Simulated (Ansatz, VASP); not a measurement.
CsPbCl3 in VASP and in Ansatz

File INCAR:

```
SYSTEM = CsPbCl3
  PREC = Accurate
  ENCUT = 520
  EDIFF = 1E-7
  ISMEAR = 0
  SIGMA = 0.1
  LREAL = .FALSE.
  LASPH = .TRUE.
  NELM = 100
  ALGO = Normal
  ISIF = 2
  LWAVE = .FALSE.
  LCHARG = .FALSE.
  GGA = PS
  NBANDS = 30
```

The input KPOINTS:

```
regular mesh
0
G
  4 4 4
  0 0 0
```

Contents of POSCAR:

```
CsPbCl3
1.0
    5.6050000000      0.0000000000      0.0000000000
    0.0000000000      5.6050000000      0.0000000000
    0.0000000000      0.0000000000      5.6050000000
Cs Pb Cl
1 1 3
Direct
    0.0000000000      0.0000000000      0.0000000000
    0.5000000000      0.5000000000      0.5000000000
    0.5000000000      0.5000000000      0.0000000000
    0.0000000000      0.5000000000      0.5000000000
    0.5000000000      0.0000000000      0.5000000000
```

Input for Ansatz:

```yaml
crystal:
  lattice:
    - [5.605, 0.0, 0.0]
    - [0.0, 5.605, 0.0]
    - [0.0, 0.0, 5.605]
  atoms:
    - { symbol: Cs, position: [0.0, 0.0, 0.0] }
    - { symbol: Pb, position: [0.5, 0.5, 0.5] }
    - { symbol: Cl, position: [0.5, 0.5, 0.0] }
    - { symbol: Cl, position: [0.0, 0.5, 0.5] }
    - { symbol: Cl, position: [0.5, 0.0, 0.5] }
basis:
  ecutwfc: 420
kpoints:
  mp_grid: { grid: [4, 4, 4] }
hamiltonian:
  xc: pbesol
scf:
  occupations: { method: gaussian, width: 0.1 }
output:
  forces: true
  stress: true
  eigenvalues: true
```

Alike in both runs: task single point; functional PBEsol; k mesh 4 × 4 × 4; occupations gaussian, width 0.1 eV; no spin polarisation.

|  | VASP | Ansatz |
| --- | --- | --- |
| version | VASP 6.6.1 | Ansatz 0.2.0 |
| potentials or method | VASP PAW PBE potentials, release 64 (Cs_sv, Pb_d, Cl) | scalar-relativistic, plane waves, PAW |
| plane-wave cutoff (eV) | 520 | 420 |
| valence electrons in the cell | 44 | 44 |

Ansatz gave:

* gap on the k mesh at the Fermi level (eV): 1.79
* least direct gap on the mesh (eV): 1.79
* pressure (GPa): 0.3

Question: What did VASP give for the same quantities?

Answer: gap on the k mesh at the Fermi level (eV): 1.80; least direct gap on the mesh (eV): 1.80; pressure (GPa): 0.2.

Caveats: the PAW data sets were made with another functional, which shifts forces and pressure a little (VASP); spin-orbit coupling is left out, which as a rule narrows the gap of such compounds by several tenths of an eV. As with any semilocal functional, this PBEsol gap is likely too small. A k mesh can miss the band edges.
